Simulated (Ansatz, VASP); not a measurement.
**Cross-check of InSe between VASP and Ansatz**

Wanted: the spread between two codes on one cell, functional and k mesh. The structure shown is the start of the Ansatz relaxation below; VASP solves that cell, so the two are compared at the walk's first step.

Program: Ansatz 0.2.0. Level of theory: plane waves, with VASP 6.6.1 beside it; single point at RPBE and single point at PBE. Results are calculated unless marked as measured.

## (1) The starting structure

The cell holds 4 atoms: 2 Se and 2 In. Cell: a = 4.000 Å, b = 4.000 Å, c = 21.358 Å, α = 90.0°, β = 90.0°, γ = 120.0°. It derives from InSe. Vacuum lies along c.

## (2) Ansatz: relaxation, RPBE

Ansatz runs on its default PAW (the set named soft_2) files.

The two programs are compared at the cell with which this relaxation starts, whose forces are those of its first step.

The input, input.yaml:

```yaml
crystal:
  lattice:
    - [4.0, 0.0, 0.0]
    - [-2.0, 3.464101615, 0.0]
    - [0.0, 0.0, 21.357712]
  atoms:
    - { symbol: Se, position: [0.333333333, 0.666666667, 0.625428042] }
    - { symbol: In, position: [0.666666667, 0.333333333, 0.566112512] }
    - { symbol: In, position: [0.666666667, 0.333333333, 0.434045557] }
    - { symbol: Se, position: [0.333333333, 0.666666667, 0.374571958] }
kpoints:
  mp_grid: { grid: [12, 12, 1] }
scf:
  occupations: { method: fermi_dirac, width: 0.02 }
  n_extra_bands: 8
hamiltonian:
  xc: rpbe
  pseudopotentials: { kind: paw }
output:
  forces: true
  write_potential: true
  volumetric_format: []
relax:
  f_tol: 0.01
  max_steps: 40
  cell: { fix: [c, alpha, beta] }
```

Command:

```bash
> ansatz run input.yaml --threads 4 --pin off --max-ram 8192MiB --backend cpu --events-out ev --progress --plain --runs-dir out
```

Numbers of over 12 decimals in the logs are rounded to 6 here.

Log:

```text
scf.n_extra_bands = 8 over 29 filled bands (N_el = 58.0): the run solves 37 bands
Engine: ansatz 0.2.0, aarch64-unknown-linux-gnu
Pseudopotentials: kind: paw
Pseudopotential: Se, paw, valence charge 16, recommended cutoff 420 eV (normal), Se.paw.azcp
Pseudopotential: In, paw, valence charge 13, recommended cutoff 420 eV (normal), In.paw.azcp
Functional definition: RPBE
  parameter kappa = 0.804
  parameter beta = 0.066725
  exchange = rpbe_x(kappa = kappa, mu = beta*pi^2/3)
  correlation = pbe_c(beta = beta)
Crystal: 4 atoms, lattice volume = 295.941 Å³
Basis set: ecut = 420 eV, 5795 PW (Γ), exchange–correlation on 54×54×288 points (8 copies of the dense FFT grid, shifted against one another)
Bands: 37, of which v1, the nominal top of the filled ones, is band 29 counted from 1 (28 counted from 0)
Symmetry: 6 space group operations
Space group: P3m1 (ITA 156), of the structure as read, at distance tolerance 6.7e-5 Å
k-points: 19 of 144 (time reversal used)
Non-local potential: Se, projectors of the file, l = 0: 2, l = 1: 2, l = 2: 3, l = 3: 1
Non-local potential: In, projectors of the file, l = 0: 2, l = 1: 2, l = 2: 2, l = 3: 2
PAW form: soft (Blöchl's): semilocal exchange-correlation on the pseudo side does not see the compensation charge
PAW frozen core: Se, regenerated for the run's functional, and the local potential with it (the file was generated under x = pbe(κ = 0.804, μ = 0.219515), c = pbe(β = 0.066725))
PAW frozen core: In, regenerated for the run's functional, and the local potential with it (the file was generated under x = pbe(κ = 0.804, μ = 0.219515), c = pbe(β = 0.066725))
PAW one-centre angular grid: Se, 590 points (default); XC on 64 Gauss nodes
PAW one-centre angular grid: In, 590 points (default); XC on 64 Gauss nodes
Initial density: superposition of atomic densities (neutral atoms: chi_scale 0, normalization atom), corrected by the library's trained network
Initial wavefunctions: pseudopotential atomic-orbital guess
Functional: x = rpbe, c = pbe(β = 0.066725)
SCF iter   1: F=—  HF=-22164.941828 eV  |F-HF|=—  |Δ(HF+E_count)|=         —  Δρ=1.62e-3  dr2=6.53e-3  ethr=1.77e-3  ⟨swp⟩=8.1  Hψ=3437  notcnv=0  defer=1
preconditioner: auto → Resta (q_TF=auto, 2.079 Å⁻¹)  ε∞=1.8  [insulator: Δε(μ)=1.716 eV  Ē_g=14.603 eV  σ=0.020 eV  W_gap=1.00  n_scr=56 (ndim 8)  ℏωp=13.3 eV  f_vac=0.601  D(μ)=0.00/eV (n_scr^D=0)  ε∞_Penn≈1.8  vacuum switching on, ρ_ref=1.5e-2 e/Å³]
SCF iter   2: F=—  HF=-22164.940513 eV  |F-HF|=—  |Δ(HF+E_count)|=   1.31e-3  Δρ=5.64e-4  dr2=1.42e-3  ethr=1.13e-5  ⟨swp⟩=2.3  Hψ=1332  notcnv=0  defer=49
SCF iter   3: F=—  HF=-22164.940544 eV  |F-HF|=—  |Δ(HF+E_count)|=   3.10e-5  Δρ=3.15e-4  dr2=4.46e-4  ethr=2.45e-6  ⟨swp⟩=2.3  Hψ=878  notcnv=0  defer=49
SCF iter   4: F=—  HF=-22164.940603 eV  |F-HF|=—  |Δ(HF+E_count)|=   5.82e-5  Δρ=9.62e-5  dr2=3.13e-5  ethr=7.68e-7  ⟨swp⟩=2.2  Hψ=839  notcnv=0  defer=49
SCF iter   5: F=—  HF=-22164.940676 eV  |F-HF|=—  |Δ(HF+E_count)|=   7.30e-5  Δρ=3.28e-5  dr2=2.21e-5  ethr=5.39e-8  ⟨swp⟩=2.5  Hψ=1085  notcnv=0  defer=49
SCF iter   6: F=—  HF=-22164.940674 eV  |F-HF|=—  |Δ(HF+E_count)|=   1.70e-6  Δρ=1.67e-5  dr2=1.37e-6  ethr=3.80e-8  ⟨swp⟩=1.7  Hψ=669  notcnv=0  defer=49
SCF iter   7: F=-22164.940676 eV  HF=-22164.940675 eV  |F-HF|=2.05e-7  |Δ(HF+E_count)|=   1.45e-6  Δρ=4.97e-6  dr2=9.39e-8  ethr=1.72e-10  ⟨swp⟩=8.3  Hψ=5085  notcnv=0
SCF 1 converged in 7 iterations: F = -22164.940676 eV  dr2 = 9.39e-8
  greatest PAW one-centre occupation: 1.000 electrons in one spin orbital (limit 2), on the Se atom at site 0 (counted from 0), in its partial waves of l = 2
relax step   1: F+E_penalty+E_count = -22164.94067552 eV  Δ(F+E_penalty+E_count) = +0.000e0 eV  max|allowed force component| = 5.344e-1 eV/Å  Δτ_max = 0.0000 Å  P = +1.502 GPa  Ω = 295.941 Å³  fix = [c, alpha, beta]  reactions: c +0.963 GPa  (7 SCF iters, dr2 threshold 1.00e-7 eV, accepted)
Crystal: 4 atoms, lattice volume = 314.116 Å³
Basis set: ecut = 420 eV, 6059 PW (Γ), exchange–correlation on 54×54×288 points (8 copies of the dense FFT grid, shifted against one another)
Initial density: handed on by an earlier stage of this run
Initial wavefunctions: those handed on with the density
iter 1 solved again at ethr=1.34e-4 eV; its pass at ethr=3.10e-3 eV (dr2=7.75e-2 eV) is discarded
SCF iter   1: F=—  HF=-22165.008056 eV  |F-HF|=—  |Δ(HF+E_count)|=         —  Δρ=3.79e-3  dr2=7.67e-2  ethr=1.34e-4  ⟨swp⟩=2.1  Hψ=4063  notcnv=0
preconditioner: auto → Resta (q_TF=auto, 2.059 Å⁻¹)  ε∞=1.8  [insulator: Δε(μ)=1.487 eV  Ē_g=14.175 eV  σ=0.020 eV  W_gap=1.00  n_scr=54 (ndim 8)  ℏωp=12.9 eV  f_vac=0.590  D(μ)=0.00/eV (n_scr^D=0)  ε∞_Penn≈1.8  vacuum switching on, ρ_ref=1.5e-2 e/Å³]
SCF iter   2: F=—  HF=-22165.002304 eV  |F-HF|=—  |Δ(HF+E_count)|=   5.75e-3  Δρ=1.98e-3  dr2=2.27e-2  ethr=1.32e-4  ⟨swp⟩=3.2  Hψ=1343  notcnv=0
[...]
Basis set: ecut = 420 eV, 6149 PW (Γ), exchange–correlation on 60×60×288 points (8 copies of the dense FFT grid, shifted against one another)
Initial wavefunctions: pseudopotential atomic-orbital guess (no wavefunctions were taken with the density)
[...]
SCF iter   1: F=—  HF=-22165.032029 eV  |F-HF|=—  |Δ(HF+E_count)|=         —  Δρ=4.31e-4  dr2=5.57e-5  ethr=1.69e-7  ⟨swp⟩=3.5  Hψ=5290  notcnv=0
preconditioner: auto → Resta (q_TF=auto, 2.054 Å⁻¹)  ε∞=1.8  [insulator: Δε(μ)=1.253 eV  Ē_g=14.295 eV  σ=0.020 eV  W_gap=1.00  n_scr=54 (ndim 8)  ℏωp=12.8 eV  f_vac=0.602  D(μ)=0.00/eV (n_scr^D=0)  ε∞_Penn≈1.8  vacuum switching on, ρ_ref=1.5e-2 e/Å³]
SCF iter   2: F=—  HF=-22165.049994 eV  |F-HF|=—  |Δ(HF+E_count)|=   1.80e-2  Δρ=2.16e-4  dr2=3.74e-5  ethr=9.61e-8  ⟨swp⟩=3.2  Hψ=1293  notcnv=0
SCF iter   3: F=—  HF=-22165.053711 eV  |F-HF|=—  |Δ(HF+E_count)|=   3.72e-3  Δρ=1.55e-4  dr2=4.78e-6  ethr=6.44e-8  ⟨swp⟩=2.1  Hψ=1003  notcnv=0
SCF iter   4: F=—  HF=-22165.057426 eV  |F-HF|=—  |Δ(HF+E_count)|=   3.72e-3  Δρ=6.29e-5  dr2=1.77e-6  ethr=8.25e-9  ⟨swp⟩=3.0  Hψ=1130  notcnv=0
SCF iter   5: F=—  HF=-22165.058178 eV  |F-HF|=—  |Δ(HF+E_count)|=   7.53e-4  Δρ=8.78e-6  dr2=8.42e-7  ethr=3.05e-9  ⟨swp⟩=3.0  Hψ=1199  notcnv=0
SCF iter   6: F=—  HF=-22165.058191 eV  |F-HF|=—  |Δ(HF+E_count)|=   1.22e-5  Δρ=6.12e-6  dr2=8.13e-7  ethr=1.45e-9  ⟨swp⟩=2.0  Hψ=781  notcnv=0
SCF iter   7: F=—  HF=-22165.058195 eV  |F-HF|=—  |Δ(HF+E_count)|=   4.32e-6  Δρ=2.69e-6  dr2=1.12e-7  ethr=1.40e-9  ⟨swp⟩=1.3  Hψ=709  notcnv=0
SCF iter   8: F=—  HF=-22165.058197 eV  |F-HF|=—  |Δ(HF+E_count)|=   1.99e-6  Δρ=6.68e-7  dr2=6.30e-9  ethr=1.93e-10  ⟨swp⟩=2.0  Hψ=812  notcnv=0
SCF iter   9: F=—  HF=-22165.058197 eV  |F-HF|=—  |Δ(HF+E_count)|=   2.43e-7  Δρ=1.52e-7  dr2=2.15e-10  ethr=1.09e-11  ⟨swp⟩=2.0  Hψ=846  notcnv=0
SCF iter  10: F=-22165.058197 eV  HF=-22165.058197 eV  |F-HF|=1.49e-8  |Δ(HF+E_count)|=   1.11e-9  Δρ=7.03e-8  dr2=1.69e-11  ethr=1.00e-12  ⟨swp⟩=7.8  Hψ=4013  notcnv=0
SCF 5 converged in 10 iterations: F = -22165.058197 eV  dr2 = 1.69e-11
relax step   5: F+E_penalty+E_count = -22165.05819710 eV  Δ(F+E_penalty+E_count) = -1.587e-3 eV  max|allowed force component| = 4.540e-3 eV/Å  Δτ_max = 0.0000 Å  P = -0.014 GPa  Ω = 318.874 Å³  fix = [c, alpha, beta]  reactions: c -0.009 GPa  stress off target by 1.64e-2 GPa on what of the cell is left free  SCF on the basis re-selected at this cell (its energy is not comparable with the rows above)  (10 SCF iters)
basis re-selected at this cell: Δ(F+E_penalty+E_count) = -1.587e-3 eV, ΔP = -0.004 GPa vs the last step (what re-selecting the basis moved, of the pressure what is left beyond the Pulay correction that the steps carried, after the strain that the cell walked since its last selection, with what the two solves' SCF thresholds leave and, on support functions, any second-order correction that the steps lacked; it is no measure of the basis error at this ecutwfc). The dense FFT grid was sized anew with the basis: this SCF ran on 30×30×144 points, the steps before it on 27×27×144, so part of this shift can come from that change (see relax.cell in the input reference). [rest of the remark cut]
WARN: The output density's exchange-correlation potential varies sharply where the density is thin. Do not read a vacuum level from v_tot or v_xc, or from such a field of the output density. On a cell that repeats whose density bears no net charge and no dipole along the vacuum's axis use v_es (v_loc + v_h of the components); under efield.dipole_correction with no amplitude use v_es + v_field, which holds any externa [...]
SCF converged after 10 iterations
Free energy (F): -22165.058197 eV
Harris-Foulkes:  -22165.058197 eV  (|F-HF|=1.49e-8)
Internal energy: -22165.058197 eV  (E = F + TS)
E sigma→0 (E₀):  -22165.058197 eV
Fermi energy:    -0.542682 eV
--- Per-component energies (eV) ---
  E_band       = -1360.867844
  E_kinetic    = 718.550122
  E_local      = -37205.814301  (includes V_loc(G=0)·N_el)
  E_nonlocal   = -460.772269
  E_hartree    = 18071.892551
  E_xc         = -638.283292
  E_vxc        = -390.862301  (∫ρ·V_xc dr)
  E_paw        = -12160.357407  (= ΣΔE_a)
  E_vpaw       = -165.753034  (= ΣTr[D̂ρ^β])
  E_aug_tail   = -0.001137  (compensation charges beyond the density's cutoff)
  E_ewald      = 9510.142022
  E_core_change = -0.414486  (= ΣΔE_core)
  E_smearing   = -0.000000  (= −TS)
  E_closure    = 0.000000  (closes the sum)
  Σ components = -22165.058197   (vs F -22165.058197, Δ=0.00e0)
--- Forces (eV/Å), atoms counted from 1 ---
  atom   1  Se     0.00000000     0.00000000    -0.00094232
  atom   2  In     0.00000000     0.00000000    -0.00454026
  atom   3  In     0.00000000     0.00000000     0.00451599
  atom   4  Se     0.00000000     0.00000000     0.00096677
  max |Σ_I F_I| component: 1.76e-7 eV/Å
--- Stress (GPa, compression-positive) ---
       -0.016431      -0.000000       0.000000
        0.000000      -0.016431      -0.000000
        0.000000      -0.000000      -0.009144
  P = ⅓ Tr σ = -0.0140 GPa (-0.140 kbar)
--- Band table (eV; the first three rows and the last of 19) ---
  k-point 0: bands = [... 25 lower, -1.9045, -1.8358, -1.8358, -1.2629, 0.0605, 1.3190, 3.5261, 3.5261, ... 4 higher]
  k-point 1: bands = [... 25 lower, -2.1679, -1.9800, -1.9027, -1.2148, 0.3986, 1.6509, 3.1743, 3.5960, ... 4 higher]
  k-point 2: bands = [... 25 lower, -2.6622, -2.1730, -2.0750, -1.2070, 0.9215, 2.0232, 2.8771, 3.7431, ... 4 higher]
  k-point 18: bands = [... 25 lower, -3.8743, -2.8861, -2.4715, -2.2532, 1.4938, 1.5924, 2.8140, 3.9008, ... 4 higher]
--- Relaxed structure (4 steps of the walk, 4 accepted, 1 SCFs on fresh bases) ---
  F+E_penalty+E_count = -22165.05819710 eV   max|allowed force component| = 4.540e-3 eV/Å   (the final SCF, on the basis selected at the relaxed cell)
  cell:  # Å, volume = 318.8741 Å³
    - [4.152092, 5.628533831246515e-18, 0]
    - [-2.076046, 3.595817, 0]
    - [0, 0, 21.357712]
  atoms:
    - { symbol: Se, position: [0.333333, 0.666667, 0.626270] }
    - { symbol: In, position: [0.666667, 0.333333, 0.567078] }
    - { symbol: In, position: [0.666667, 0.333333, 0.433002] }
    - { symbol: Se, position: [0.333333, 0.666667, 0.373809] }
```

Reading the cycles: dr2 is the Hartree energy of the density residual (eV), the measure of convergence; HF is the Harris–Foulkes estimate of the energy, which meets the free energy F at convergence.

## (3) VASP: single point, RPBE, start cell

The same cell, functional, mesh and smearing now go to VASP, with its own data sets.

Lines of VASP's logs that name or quote its potential files are left out, and so is its time.

The input, INCAR:

```
SYSTEM = InSe
PREC = Accurate
ENCUT = 400
EDIFF = 1E-06
NELM = 120
ISMEAR = -1
SIGMA = 0.02
LREAL = .FALSE.
ALGO = Normal
GGA = RP
NBANDS = 25
LORBIT = 11
LWAVE = .FALSE.
LCHARG = .FALSE.
ISIF = 2
LASPH = .TRUE.
GGA_COMPAT = .FALSE.
EFERMI = MIDGAP
KPAR = 2
```

The input, POSCAR:

```
InSe
1.0
    4.0000000000      0.0000000000      0.0000000000
   -2.0000000000      3.4641020000      0.0000000000
    0.0000000000      0.0000000000     21.3577120000
Se In
2 2
Direct
    0.3333332852      0.6666665704      0.6254280421
    0.3333332852      0.6666665704      0.3745719579
    0.6666667148      0.3333334296      0.5661125124
    0.6666667148      0.3333334296      0.4340455569
```

The input, KPOINTS:

```
Automatic mesh
0
Gamma
12 12 1
0 0 0
```

The projector-augmented-wave data sets are Se and In_d (PBE family, release 64).

Command:

```bash
> mpirun -np 2 vasp_std
```

Log:

```text
[banner, memory and clock lines left out]
running    2 mpi-ranks, on    1 nodes
 distrk:  each k-point on    1 cores,    2 groups
 distr:  one band on    1 cores,    1 groups

 POSCAR found type information on POSCAR SeIn
 POSCAR found :  2 types and       4 ions
|                                                                             |
|               ----> ADVICE to this user running VASP <----                  |
|                                                                             |
|     You enforced a specific xc type in the INCAR file but a different       |
|     [... a line on the potential file left out ...]
|     I HOPE YOU KNOW WHAT YOU ARE DOING!                                     |
|                                                                             |

 LDA part: xc-table for (Slater+PW92), standard interpolation
 POSCAR, INCAR and KPOINTS ok, starting setup
 FFT: planning ... GRIDC
 FFT: planning ... GRID_SOFT
 FFT: planning ... GRID
 WAVECAR not read
 entering main loop
       N       E                     dE             d eps       ncg     rms          rms(c)
DAV:   1     0.288680639626E+03    0.28868E+03   -0.14216E+04  1030   0.106E+03
DAV:   2     0.172651804909E+02   -0.27142E+03   -0.26702E+03  1100   0.295E+02
DAV:   3    -0.123688168618E+02   -0.29634E+02   -0.29489E+02  1274   0.123E+02
DAV:   4    -0.133169594304E+02   -0.94814E+00   -0.94708E+00  1143   0.280E+01
DAV:   5    -0.133550351569E+02   -0.38076E-01   -0.38073E-01  1473   0.463E+00    0.680E+00
DAV:   6    -0.129281718578E+02    0.42686E+00   -0.98409E-01  1254   0.149E+01    0.424E+00
DAV:   7    -0.129332161113E+02   -0.50443E-02   -0.53937E-01  1429   0.531E+00    0.933E-01
DAV:   8    -0.129286204075E+02    0.45957E-02   -0.62901E-02  1438   0.294E+00    0.592E-01
DAV:   9    -0.129303586024E+02   -0.17382E-02   -0.91892E-03  1138   0.531E-01    0.135E-01
DAV:  10    -0.129305291849E+02   -0.17058E-03   -0.67299E-04  1426   0.244E-01    0.848E-02
DAV:  11    -0.129308455598E+02   -0.31637E-03   -0.65690E-04  1047   0.170E-01    0.329E-02
DAV:  12    -0.129308690325E+02   -0.23473E-04   -0.30380E-05  1354   0.581E-02    0.161E-02
DAV:  13    -0.129309623972E+02   -0.93365E-04   -0.29495E-05  1143   0.315E-02    0.109E-02
DAV:  14    -0.129310387066E+02   -0.76309E-04   -0.21453E-05   961   0.330E-02    0.461E-03
DAV:  15    -0.129311165679E+02   -0.77861E-04   -0.11442E-05   952   0.135E-02    0.281E-03
DAV:  16    -0.129311361547E+02   -0.19587E-04   -0.28069E-06   976   0.676E-03    0.221E-03
DAV:  17    -0.129311478431E+02   -0.11688E-04   -0.83226E-07   871   0.459E-03    0.110E-03
DAV:  18    -0.129311566910E+02   -0.88479E-05   -0.61282E-07   823   0.395E-03    0.980E-04
DAV:  19    -0.129311680369E+02   -0.11346E-04   -0.55064E-07   755   0.211E-03    0.510E-04
DAV:  20    -0.129311726149E+02   -0.45780E-05   -0.15725E-07   833   0.181E-03    0.410E-04
DAV:  21    -0.129311736168E+02   -0.10018E-05   -0.28118E-08   733   0.132E-03    0.270E-04
DAV:  22    -0.129311740092E+02   -0.39245E-06   -0.15443E-08   667   0.792E-04
   1 F= -.12931174E+02 E0= -.12931174E+02  d E =-.363700E-20
```

From OUTCAR (step 3):

```text
ion  position               nearest neighbor table
   1  0.333  0.667  0.625-   3 2.63   3 2.63   3 2.63
   2  0.333  0.667  0.375-   4 2.64   4 2.64   4 2.64
   3  0.667  0.333  0.566-   1 2.63   1 2.63   1 2.63   4 2.82
   4  0.667  0.333  0.434-   2 2.64   2 2.64   2 2.64   3 2.82

  LATTYP: Found a hexagonal cell.
 ALAT       =     4.0000000000
 C/A-ratio  =     5.3394280000

 Subroutine GETGRP returns: Found  6 space group operations
 (whereof  6 operations were pure point group operations)

The static configuration has the point symmetry C_3v.

 Found     19 irreducible k-points:

   k-points           NKPTS =     19   k-points in BZ     NKDIM =     19   number of bands    NBANDS=     25

   dimension x,y,z NGX =    28 NGY =   28 NGZ =  140
   dimension x,y,z NGXF=    56 NGYF=   56 NGZF=  280

   ENCUT  =  400.0 eV  29.40 Ry    5.42 a.u.   6.52  6.52 34.83*2*pi/ulx,y,z

   NELECT =      38.0000    total number of electrons

 k-points in reciprocal lattice and weights: Automatic mesh
   0.00000000  0.00000000  0.00000000       0.007
   0.08333333  0.00000000  0.00000000       0.042
   0.16666667  0.00000000  0.00000000       0.042
   0.25000000  0.00000000  0.00000000       0.042
   0.33333333  0.00000000  0.00000000       0.042
   0.41666667  0.00000000  0.00000000       0.042
   0.50000000  0.00000000  0.00000000       0.021
   0.08333333  0.08333333  0.00000000       0.042
   0.16666667  0.08333333  0.00000000       0.083
[...]
0.33333333  0.25000000  0.00000000       0.083
   0.33333333  0.33333333  0.00000000       0.014

 average (electrostatic) potential at core
       1 -59.6926       2 -59.6840       3-102.8087       4-102.8025

 E-fermi :  -1.3156

 k-point     1 :       0.0000    0.0000    0.0000
  band No.  band energies     occupation
    ...
     15      -2.6978      2.00000
     16      -2.6978      2.00000
     17      -2.6255      2.00000
     18      -2.6255      2.00000
     19      -2.2451      2.00000
     20      -0.4631      0.00000
     21       0.7574      0.00000
     22       2.9884      0.00000
     23       2.9884      0.00000
     24       3.1904      0.00000
    ...

 k-point     2 :       0.0833    0.0000    0.0000
  band No.  band energies     occupation
    ...
     15      -3.1157      2.00000
     16      -3.0268      2.00000
     17      -2.7864      2.00000
     18      -2.7045      2.00000
     19      -2.1954      2.00000
     20      -0.0963      0.00000
     21       1.1408      0.00000
     22       2.5748      0.00000
     23       3.0657      0.00000
     24       3.2910      0.00000
    ...

 k-point     3 :       0.1667    0.0000    0.0000
  band No.  band energies     occupation
    ...
     15      -3.8934      2.00000
     16      -3.6662      2.00000
     17      -3.0116      2.00000
     18      -2.9067      2.00000
     19      -2.1694      2.00000
     20       0.4551      0.00000
     21       1.4189      0.00000
     22       2.3465      0.00000
     23       3.1242      0.00000
     24       3.2194      0.00000
    ...

  Total        3.2705207      3.2705214      1.7819968      0.0000000      0.0000000      0.0000000
  in kB       17.7060666     17.7060705      9.6474406      0.0000000      0.0000000      0.0000000
  external PRESSURE =      15.0198592 kB  Pullay stress =       0.0000000 kB

  energy-cutoff  :      400.00
  volume of cell :      295.94
      direct lattice vectors                 reciprocal lattice vectors
     4.000000000  0.000000000  0.000000000     0.250000000  0.144337551  0.000000000
    -2.000000000  3.464102000  0.000000000     0.000000000  0.288675103  0.000000000
     0.000000000  0.000000000 21.357712000     0.000000000  0.000000000  0.046821495

 POSITION                                       TOTAL-FORCE (eV/Angst)
 -----------------------------------------------------------------------------------
      0.00000      2.30940     13.35771         0.000000      0.000000      0.551464
      0.00000      2.30940      8.00000        -0.000000     -0.000000     -0.528504
      2.00000      1.15470     12.09087         0.000000      0.000000     -0.388515
      2.00000      1.15470      9.27022         0.000000     -0.000000      0.365555
 -----------------------------------------------------------------------------------
    total drift:                               -0.000001     -0.000061      0.000298

  FREE ENERGIE OF THE ION-ELECTRON SYSTEM (eV)
  ---------------------------------------------------
  free  energy   TOTEN  =       -12.9311740092 eV

  energy  without entropy=      -12.9311740092  energy(sigma->0) =      -12.93117401

 total charge
# of ion       s       p       d       tot
------------------------------------------
    1        1.467   2.362   0.022   3.852
    2        1.467   2.361   0.022   3.851
    3        0.853   0.668   9.885  11.406
    4        0.853   0.667   9.885  11.404
--------------------------------------------------
tot          4.640   6.057  19.815  30.512

[... 3 further parts left out ...]
```

[end of part 1 of 2]

[Lines on the potential files, build, host, timing and source positions are cut from VASP's logs without a mark.]

[Logs are printed without paths, hosts, clocks, repeated set-up lines and the standing remarks that a program may print on its own settings, such as how far it seeks lower states.]

[Hosts, paths, dates, database ids (printed as entryN), source tags and the programs' standing remarks are cut or masked in the printed files.]
